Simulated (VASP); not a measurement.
# KTaO₃, self-consistent run: which settings are enough?

KTaO₃, Pm-3m (no. 221), 5 atoms in the cell. PBEsol; PAW potentials Ta_pv, K_sv, O (PBE set). VASP 6.6.1.

Wanted: energy within 0.2 meV/atom; levels at the zone centre within 0.003 eV.

What the run is for: comparing ways to start; Accuracy asked: tight.

Levels at the zone centre: counted from the valence top at that point.

POSCAR:
```
KTaO3
1.0
    3.9883000000      0.0000000000      0.0000000000
    0.0000000000      3.9883000000      0.0000000000
    0.0000000000      0.0000000000      3.9883000000
Ta K O
1 1 3
Direct
    0.0000000000      0.0000000000      0.0000000000
    0.5000000000      0.5000000000      0.5000000000
    0.0000000000      0.0000000000      0.5000000000
    0.0000000000      0.5000000000      0.0000000000
    0.5000000000      0.0000000000      0.0000000000
```

## How the run starts (with a second run first, the time holds both)

| How the run starts (with a second run first, the time holds both) | Energy less reference (meV/atom) | Levels at the zone centre, largest deviation (eV) | Time (s) |
|---|---|---|---|
| from scratch: 13 SCF iterations | 0.00 | 0.0000 | 35 |
| orbitals of a nearby geometry (ISTART 1): 13 + 8 SCF iterations | 0.00 | 0.0001 | 112 |
| orbitals and density of a nearby geometry: 13 + 15 SCF iterations | 0.00 | 0.0002 | 126 |
| density of a nearby geometry (ICHARG 1): 13 + 15 SCF iterations | 0.00 | 0.0002 | 136 |
| orbitals in the old basis (ISTART 2), symmetry off: 13 + 10 SCF iterations | 0.18 | 0.0001 | 267 |

Chosen: from scratch: 13 SCF iterations; no other choice that stays within half of the tolerance saves 30 % of the time.

The chosen settings are those of the reference run.

Values of the reference run: Levels at the zone centre: 0, 0, 2.707 eV from the valence top at Gamma.

## The input

INCAR:
```
SYSTEM = KTaO3
ALGO     = Normal         ! electronic algorithm
EDIFF    = 1E-6           ! SCF threshold, eV
EFERMI   = MIDGAP       
ENCUT    = 520            ! plane-wave cutoff, eV
GGA      = PS             ! functional
GGA_COMPAT= .False.      
ISIF     = 2              ! what is computed and relaxed
ISMEAR   = 0              ! smearing method
LASPH    = .True.         ! aspherical terms in the spheres
LCHARG   = .False.        ! write CHGCAR
LREAL    = .False.        ! projectors in reciprocal space
LWAVE    = .False.        ! write WAVECAR
NELM     = 120            ! most SCF steps
PREC     = Accurate       ! precision mode
SIGMA    = 0.03           ! smearing width, eV
```

KPOINTS:
```
k-points
0
Gamma
  6 6 6
```

Commands:
```
cat potpaw_PBE.64/Ta_pv/POTCAR potpaw_PBE.64/K_sv/POTCAR potpaw_PBE.64/O/POTCAR > POTCAR
mpirun -np 1 vasp_std > vasp.out
```

The chosen input took VASP 6.6.1 35 s on 1 core (Intel Xeon Platinum 8488C (Sapphire Rapids)), a shared host.

## An input that fails: restart asked without its files

VASP's message: ERROR: charge density could not be read from file CHGCAR for ICHARG>10.

Changes against the starting input:
```
- NELM = 120
+ NELM = 60
+ ICHARG = 11
```
